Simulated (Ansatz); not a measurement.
**SrO under changes of volume**

One of the cells (16.901 Å³/atom); the others are scaled copies at fixed shape and fractional positions:

```
Sr O
1.0
     0.00000    2.56630    2.56630
     2.56630    0.00000    2.56630
     2.56630    2.56630    0.00000
Sr O
1 1
Direct
  0.50000 0.50000 0.50000
  0.00000 0.00000 0.00000
```

* Program: Ansatz 0.2.0
* Functional: PBE
* Potentials or basis: all-electron LAPW, scalar-relativistic
* Cutoff: 235 eV (chosen from the basis error)
* Basis error allowed: 0.0005 eV/atom
* k mesh: 9 × 9 × 9
* Occupations: fermi-dirac, width 0.05 eV
* Spin: no spin polarisation

```csv
volume (Å³/atom),energy over the lowest point (meV/atom),pressure (GPa),gap on the mesh (eV)
15.887,48.28,10.3,3.33
16.225,29.25,7.7,3.34
16.563,15.40,5.4,3.36
16.901,6.22,3.3,3.37
17.239,1.22,1.4,3.38
17.577,0.00,-0.3,3.38
17.915,?,?,?
```

Task: What does the run at 17.915 Å³/atom give?

Result: Energy over the lowest point 2.16 meV/atom; pressure -1.8 GPa; gap on the mesh 3.39 eV.

Worked out: A Birch-Murnaghan fit of order 3 (a polynomial in V^(-2/3)) to the other rows has its minimum at 17.52 Å³/atom with B0 = V·E''(V) = 85 GPa and B' = 4.4. It gives 2.17 meV/atom at 17.915 Å³/atom, against the run's 2.16, and -dE/dV = -1.8 GPa, against -1.8. A straight line through the other rows of the gap, of slope 0.539 eV per unit of ln V, extrapolates to 3.40 eV, against the run's 3.39.

Energies are extrapolated to zero smearing.

Caveats: an odd mesh through Γ misses points on the zone boundary, where band edges often lie. Spin-orbit coupling on Sr is left out.
